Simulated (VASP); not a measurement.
# MoP (P-6m2) in VASP: notebook

Aim: see how the results for MoP move with the level of theory and the settings. Levels: PBEsol, PBE+D3(BJ). Tasks: relaxation of shape and atoms at fixed volume, relaxation of cell and atoms.

Program: VASP 6.6.1. These are calculated values, not measurements. Logs are shortened: lines on timing, memory, paths and dates and some standing lists are left out, and cuts for length are marked.

## Step 1: The crystal as given

It takes space group P-6m2 (No. 187, hexagonal). The conventional cell has a = 3.209 Å, b = 3.209 Å, c = 3.173 Å, α = 90.00°, β = 90.00°, γ = 120.00°. Around Mo (site symmetry -6m2) lie 6 P at 2.44 Å. Around P (site symmetry -6m2) lie 6 Mo at 2.44 Å.

## Step 2: Relaxation of shape and atoms at fixed volume, PBEsol

The input, INCAR:

```
  PREC = Accurate
  ENCUT = 600
  EDIFF = 1E-7
  ISMEAR = 1
  SIGMA = 0.1
  LREAL = False
  LASPH = True
  NELM = 80
  ALGO = Fast
  ISIF = 4
  LWAVE = False
  LCHARG = False
  GGA = PS
  IBRION = 2
  NSW = 40
  EDIFFG = -0.01
```

The input, KPOINTS:

```
Automatic mesh
0
Gamma
  15 15 11
```

The input, POSCAR:

```
MoP                                     
1.0
    3.2085536242     -0.0000000000      0.0000000000
   -1.6042768120      2.7786889479     -0.0000000000
   -0.0000000000      0.0000000000      3.1732854668
  Mo              P             
     1     1
Direct
     0.0000000000000000    0.0000000000000000    0.0000000000000000
     0.3333333332999970    0.6666666667000030    0.5000000000000000
```

Potentials or basis: VASP PAW PBE potentials, release 64 (Mo_sv, P).

Command:

```console
$ cat potpaw_PBE.64/Mo_sv/POTCAR potpaw_PBE.64/P/POTCAR > POTCAR
$ mpirun -np 1 vasp_std > vasp.out
```

OUTCAR:

```text
PREC = Accurate
   ENCUT = 600
   EDIFF = 1E-7
   ISMEAR = 1
   LREAL = False
   LASPH = True
   NELM = 80
   ISIF = 4
   GGA = PS
   IBRION = 2
   NSW = 40
   EDIFFG = -0.01

 ion  position               nearest neighbor table
   1  0.000  0.000  0.000-   2 2.44   2 2.44   2 2.44   2 2.44   2 2.44   2 2.44
   2  0.333  0.667  0.500-   1 2.44   1 2.44   1 2.44   1 2.44   1 2.44   1 2.44

  LATTYP: Found a hexagonal cell.
 ALAT       =     3.2085536242
 C/A-ratio  =     0.9890080823

  Lattice vectors:

 A1 = (   3.2085536242,   0.0000000000,   0.0000000000)
 A2 = (  -1.6042768120,   2.7786889479,   0.0000000000)
 A3 = (   0.0000000000,   0.0000000000,   3.1732854668)

Analysis of symmetry for initial positions (statically):
=====================================================================
 Subroutine PRICEL returns:
 Original cell was already a primitive cell.

 Routine SETGRP: Setting up the symmetry group for a
 hexagonal supercell.

 Subroutine GETGRP returns: Found 12 space group operations
 (whereof 12 operations were pure point group operations)
 out of a pool of 24 trial point group operations.

The static configuration has the point symmetry D_3h.

Analysis of symmetry for dynamics (positions and initial velocities):
=====================================================================
 Subroutine PRICEL returns:
 Original cell was already a primitive cell.

 Routine SETGRP: Setting up the symmetry group for a
 hexagonal supercell.

 Subroutine GETGRP returns: Found 12 space group operations
 (whereof 12 operations were pure point group operations)
 out of a pool of 24 trial point group operations.

The dynamic configuration has the point symmetry D_3h.

 Subroutine INISYM returns: Found 12 space group operations
 (whereof 12 operations are pure point group operations),
 and found     1 'primitive' translations

----------------------------------------------------------------------------------------

                                     Primitive cell

  volume of cell :      28.2917

  direct lattice vectors                    reciprocal lattice vectors
     3.208553624  0.000000000  0.000000000     0.311666912  0.179940976  0.000000000
    -1.604276812  2.778688948  0.000000000     0.000000000  0.359881951  0.000000000
     0.000000000  0.000000000  3.173285467     0.000000000  0.000000000  0.315130804

  length of vectors
     3.208553624  3.208553624  3.173285467     0.359881951  0.359881951  0.315130804

  position of ions in fractional coordinates (direct lattice)
     0.000000000  0.000000000  0.000000000
     0.333333333  0.666666667  0.500000000

  ion indices of the primitive-cell ions
   primitive index   ion index
                 1           1
                 2           2

----------------------------------------------------------------------------------------

 KPOINTS: Automatic mesh

Automatic generation of k-mesh.
 Grid dimensions read from file:
 generate k-points for:   15   15   11

 Generating k-lattice:

  Cartesian coordinates                     Fractional coordinates (reciprocal lattice)
     0.020777794  0.011996065  0.000000000     0.066666667  0.000000000  0.000000000
     0.000000000  0.023992130  0.000000000     0.000000000  0.066666667  0.000000000
     0.000000000  0.000000000  0.028648255     0.000000000  0.000000000  0.090909091

  Length of vectors
     0.023992130  0.023992130  0.028648255

  Shift w.r.t. Gamma in fractional coordinates (k-lattice)
     0.000000000  0.000000000  0.000000000

 Subroutine IBZKPT returns following result:
 ===========================================

 Found    162 irreducible k-points:

 Following reciprocal coordinates:
            Coordinates               Weight
  0.000000  0.000000  0.000000      1.000000
  0.066667  0.000000  0.000000      6.000000
  0.133333  0.000000  0.000000      6.000000
  0.200000  0.000000  0.000000      6.000000
  0.266667  0.000000  0.000000      6.000000
  0.333333  0.000000  0.000000      6.000000
[... 16 lines left out ...]
  0.333333  0.200000  0.000000     12.000000
  0.400000  0.200000  0.000000      6.000000
 [... further k-points ...]
   k-points           NKPTS =    162   k-points in BZ     NKDIM =    162   number of bands    NBANDS=     13
   number of dos      NEDOS =    301   number of ions     NIONS =      2
   total plane-waves  NPLWV =  21952
   dimension x,y,z NGX =    28 NGY =   28 NGZ =   28
   dimension x,y,z NGXF=    56 NGYF=   56 NGZF=   56
   ions per type =               1   1
   NGX,Y,Z   is equivalent  to a cutoff of  14.51, 14.51, 14.67 a.u.
   NGXF,Y,Z  is equivalent  to a cutoff of  29.02, 29.02, 29.34 a.u.
 SYSTEM =  unknown system
   PREC   = accura    normal or accurate (medium, high low for compatibility)
   ISTART =      0    job   : 0-new  1-cont  2-samecut
   ICHARG =      2    charge: 1-file 2-atom 10-const
   ISPIN  =      1    spin polarized calculation?
   LNONCOLLINEAR =      F non collinear calculations
   LSORBIT =      F    spin-orbit coupling
   LASPH  =      T    aspherical Exc in radial PAW
   ENCUT  =  600.0 eV  44.10 Ry    6.64 a.u.   6.41  6.41  6.34*2*pi/ulx,y,z
   NELM   =     80;   NELMIN=  2; NELMDL= -5     # of ELM steps
   EDIFF  = 0.1E-06   stopping-criterion for ELM
   LREAL  =      F    real-space projection
   EDIFFG = -.1E-01   stopping-criterion for IOM
   NSW    =     40    number of steps for IOM
   IBRION =      2    ionic relax: 0-MD 1-quasi-New 2-CG
   NFREE  =      1    steps in history (QN), initial steepest desc. (CG)
   ISIF   =      4    stress and relaxation
   ISYM   =      2    0-nonsym 1-usesym 2-fastsym
   POTIM  = 0.5000    time-step for ionic-motion
   TEBEG  =    0.0;   TEEND  =   0.0 temperature during run
   PSTRESS=    0.0 pullay stress
   NELECT =      19.0000    total number of electrons
   NUPDOWN=      -1.0000    fix difference up-down
   EMIN   =  10.00;   EMAX   =-10.00  energy-range for DOS
   EFERMI =   0.00;   METHOD = LEGACY
   ISMEAR =     1;   SIGMA  =   0.10  broadening in eV -4-tet -1-fermi 0-gaus
   EFERMI_NEDOS =   21; number of points for ismear=-14 and -15
   IALGO  =     68    algorithm
   IMIX   =      4    mixing-type and parameters
     AMIX     =   0.40;   BMIX     =  1.00
     AMIX_MAG =   1.60;   BMIX_MAG =  1.00
  volume/ion in A,a.u.               =      14.15        95.46
  Fermi-wavevector in a.u.,A,eV,Ry     =   1.433639  2.709185 27.964350  2.055322
  Thomas-Fermi vector in A             =   2.553135
   LORBIT       =      0    0 simple, 1 ext, 2 COOP (PROOUT), +10 PAW based schemes
   GGA     = PS    functional components
   LHFCALC =     F    Hartree Fock is set to
   AEXX    =    0.0000 exact exchange contribution
   IVDW    =     0    specifies the selected vdW correction
   LEPSILON=     F    determine dielectric tensor
   LRPA    =     F    only Hartree local field effects (RPA)
 conjugate gradient relaxation of ions
 non-spin polarized calculation
 RMM-DIIS sequential band-by-band and
 Methfessel and Paxton  Order N= 1 SIGMA  =   0.10
  energy-cutoff  :      600.00
  volume of cell :       28.29
 maximum number of plane-waves:       960
 NGX is ok and might be reduce to    28
   NGX = 13   NGY = 13   NGZ = 13

 number of electron      18.9999999 magnetization

 Free energy of the ion-electron system (eV)
  ---------------------------------------------------
  ext. energy  EPLUGINS =         0.00000000
  ---------------------------------------------------
  free energy    TOTEN  =       -19.04978842 eV

  energy without entropy =      -19.04927261  energy(sigma->0) =      -19.04961649

 E-fermi :  12.0766     XC(G=0): -12.7841

 val. band max:       12.0743385078   @ k =   0.2000   0.0000   0.0000
 cond. band min:      12.0777986465   @ k =   0.4000   0.0000   0.0909
 fundamental gap:      0.0034601387
 Fermi energy:        12.0766110572

 k-point     1 :       0.0000    0.0000    0.0000
  band No.  band energies     occupation
      1     -49.0354      2.00000
      2     -23.2232      2.00000
      3     -23.0077      2.00000
      4     -23.0077      2.00000
      5      -1.9785      2.00000
      6       7.7369      2.00000
      7       8.6812      2.00000
      8       8.6812      2.00000
      9      11.3764      2.00000
     10      12.3410     -0.00119
     11      12.3410     -0.00119
     12      16.2634      0.00000
     13      16.2634      0.00000

 k-point     2 :       0.0667    0.0000    0.0000
  band No.  band energies     occupation
      1     -49.0339      2.00000
      2     -23.2210      2.00000
      3     -23.0240      2.00000
      4     -23.0114      2.00000
      5      -1.8945      2.00000
      6       7.7066      2.00000
      7       8.5910      2.00000
      8       8.7541      2.00000
      9      10.8625      2.00000
     10      12.3064     -0.00545
     11      12.9192     -0.00000
     12      15.8920      0.00000
     13      16.0923      0.00000

 k-point     3 :       0.1333    0.0000    0.0000
  band No.  band energies     occupation
      1     -49.0296      2.00000
      2     -23.2150      2.00000
      3     -23.0697      2.00000
      4     -23.0218      2.00000
      5      -1.6486      2.00000
      6       7.4809      2.00000
      7       8.5025      2.00000
      8       8.9663      2.00000
      9      10.1328      2.00000
     10      12.2104     -0.06752
     11      13.8292     -0.00000
     12      15.0840      0.00000
     13      15.6791      0.00000

 k-point     4 :       0.2000    0.0000    0.0000
  band No.  band energies     occupation
      1     -49.0232      2.00000
      2     -23.2061      2.00000
      3     -23.1364      2.00000
      4     -23.0371      2.00000
      5      -1.2592      2.00000
      6       6.9676      2.00000
      7       8.5723      2.00000
      8       9.2964      2.00000
      9       9.4751      2.00000
     10      12.0743      1.03845
     11      14.2705      0.00000
     12      14.7439      0.00000
     13      15.1847      0.00000

 k-point     5 :       0.2667    0.0000    0.0000
  band No.  band energies     occupation
      1     -49.0159      2.00000
      2     -23.2120      2.00000
      3     -23.1959      2.00000
      4     -23.0546      2.00000
      5      -0.7588      2.00000
      6       6.3272      2.00000
      7       8.6317      2.00000
      8       8.9287      2.00000
      9       9.7070      2.00000
     10      11.9250      2.05381
     11      13.7548     -0.00000
     12      14.7087      0.00000
     13      15.5585      0.00000
[... 257 lines left out ...]
 k-point    22 :       0.2667    0.2000    0.0000
  band No.  band energies     occupation
      1     -49.0020      2.00000
      2     -23.3021      2.00000
      3     -23.1765      2.00000
      4     -23.1397      2.00000
      5       0.4345      2.00000
      6       5.4319      2.00000
      7       7.8697      2.00000
      8       8.3466      2.00000
      9      10.6350      2.00000
     10      11.0853      2.00000
     11      12.8815     -0.00000
     12      14.2850      0.00000
     13      17.6048      0.00000

 k-point    23 :       0.3333    0.2000    0.0000
  band No.  band energies     occupation
      1     -48.9985      2.00000
      2     -23.3234      2.00000
      3     -23.1716      2.00000
      4     -23.1623      2.00000
      5       0.8339      2.00000
      6       5.1644      2.00000
      7       7.5057      2.00000
      8       8.2300      2.00000
      9      10.8997      2.00000
     10      11.0769      2.00000
     11      12.8405     -0.00000
     12      13.9817     -0.00000
     13      18.0789      0.00000

 k-point    24 :       0.4000    0.2000    0.0000
  band No.  band energies     occupation
      1     -48.9973      2.00000
      2     -23.3307      2.00000
      3     -23.1706      2.00000
      4     -23.1698      2.00000
      5       0.9926      2.00000
      6       5.0595      2.00000
      7       7.3650      2.00000
      8       8.1916      2.00000
      9      10.8341      2.00000
     10      11.2515      2.00000
     11      12.9360     -0.00000
     12      13.7369     -0.00000
     13      18.2425      0.00000

 [... further k-points ...]
[... 5 lines left out ...]
  --------------------------------------------------------------------------------------
  -------------------------------------------------------------------------------------
  Total       -0.0007355     -0.0007355     -0.0007864     -0.0000000     -0.0000000     -0.0000000
  in kB       -0.0416536     -0.0416536     -0.0445336     -0.0000000     -0.0000000     -0.0000000
  external PRESSURE =      -0.0426136 kB  Pullay stress =       0.0000000 kB

 VOLUME and BASIS-vectors are now :
 -----------------------------------------------------------------------------
  energy-cutoff  :      600.00
  volume of cell :       28.29
      direct lattice vectors                 reciprocal lattice vectors
     3.208553624  0.000000000  0.000000000     0.311666912  0.179940976  0.000000000
    -1.604276812  2.778688948  0.000000000     0.000000000  0.359881951  0.000000000
     0.000000000  0.000000000  3.173285467     0.000000000  0.000000000  0.315130804

 POSITION                                       TOTAL-FORCE (eV/Angst)
 -----------------------------------------------------------------------------------
      0.00000      0.00000      0.00000        -0.000000      0.000000      0.000000
     -0.00000      1.85246      1.58664         0.000000     -0.000000      0.000000
 -----------------------------------------------------------------------------------
    total drift:                                0.000000     -0.000000      0.000000

  FREE ENERGIE OF THE ION-ELECTRON SYSTEM (eV)
  ---------------------------------------------------
  free  energy   TOTEN  =       -19.0497884237 eV

  energy  without entropy=      -19.0492726114  energy(sigma->0) =      -19.04961649

 reached required accuracy - stopping structural energy minimisation
```

Wall time 62 s (1 thread of Intel Xeon Platinum 8488C (Sapphire Rapids), shared host); peak memory 0.21 GiB.

What came out:

- Free energy: -19.0498 eV
- Pressure after relaxing: 0.0 GPa
- Band gap on the k mesh: none (metal or under the smearing width)

Final structure:
```yaml
crystal:
  lattice:
    - [3.20855, 0.00000, 0.00000]
    - [-1.60428, 2.77869, 0.00000]
    - [0.00000, 0.00000, 3.17329]
  atoms:
    - { symbol: Mo, position: [0.00000, 0.00000, 0.00000] }
    - { symbol: P, position: [0.33333, 0.66667, 0.50000] }
```

Caveat: the relaxation stopped at its first step, so nothing moved; the PAW data sets were made with another functional, which shifts forces and pressure a little.

(Continued in part 2 of 2.)
